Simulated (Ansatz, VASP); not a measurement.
## Two plane-wave programs on WC (Qusongite)

INCAR

```
SYSTEM = WC
ALGO     = Normal         ! electronic algorithm
EDIFF    = 1E-6           ! SCF threshold, eV
ENCUT    = 520            ! plane-wave cutoff, eV
GGA      = PE             ! functional
ISIF     = 2              ! what is computed and relaxed
ISMEAR   = 0              ! smearing method
LASPH    = .True.         ! aspherical terms in the spheres
LCHARG   = .False.        ! write CHGCAR
LREAL    = .False.        ! projectors in reciprocal space
LWAVE    = .False.        ! write WAVECAR
NELM     = 60             ! most SCF steps
PREC     = Accurate       ! precision mode
SIGMA    = 0.023          ! smearing width, eV
```

Contents of KPOINTS:

```
k-points
0
Gamma
  10 10 9
  0 0 0
```

File POSCAR:

```
WC
1.0
    2.9065000000      0.0000000000      0.0000000000
   -1.4532500000      2.5171028361      0.0000000000
    0.0000000000      0.0000000000      2.8366000000
W C
1 1
Direct
    0.0000000000      0.0000000000      0.0000000000
    0.6666666667      0.3333333333      0.5000000000
```

The input input.yaml:

```yaml
crystal:
  lattice:
    - [2.9065, 0.0, 0.0]
    - [-1.45325, 2.5171028361, 0.0]
    - [0.0, 0.0, 2.8366]
  atoms:
    - { symbol: W, position: [0.0, 0.0, 0.0] }
    - { symbol: C, position: [0.6666666667, 0.3333333333, 0.5] }
hamiltonian:
  xc: pbe
  pseudopotentials: { kind: paw }
kpoints:
  mp_grid: { grid: [10, 10, 9] }
scf:
  occupations: { method: gaussian, width: 0.023 }
output:
  forces: true
  stress: true
  eigenvalues: true
  write_density: true
  write_potential: true
  elf: true
  volumetric_format: npy
```

Alike in both runs: task single point; functional PBE; k mesh 10 × 10 × 9; occupations gaussian, width 0.023 eV; no spin polarisation.

|  | VASP | Ansatz |
| --- | --- | --- |
| version | VASP 6.6.1 | Ansatz 0.2.0 |
| potentials or method | VASP PAW PBE potentials, release 64 (W_sv, C) | Ansatz PAW |
| plane-wave cutoff (eV) | 520 | 420 |
| valence electrons in the cell | 18 | 18 |

Ansatz gave:

| Quantity | Value |
| --- | --- |
| gap on the k mesh at the Fermi level (eV) | none |
| pressure (GPa) | 5.6 |
| largest component of the traceless stress (GPa) | 0.62 |

Question: Which values does VASP return?

Answer: gap on the k mesh at the Fermi level (eV): none; pressure (GPa): 6.7; largest component of the traceless stress (GPa): 0.44.

A gap of «none» marks a metal or a gap that the smearing closes. The functional is the same, so the differences come from potentials, cutoffs and numerics.

Caveats: the pressure holds a Pulay correction of +0.3 GPa for the finite cutoff (Ansatz). The runs have no spin-orbit coupling, so splittings on W are missing.
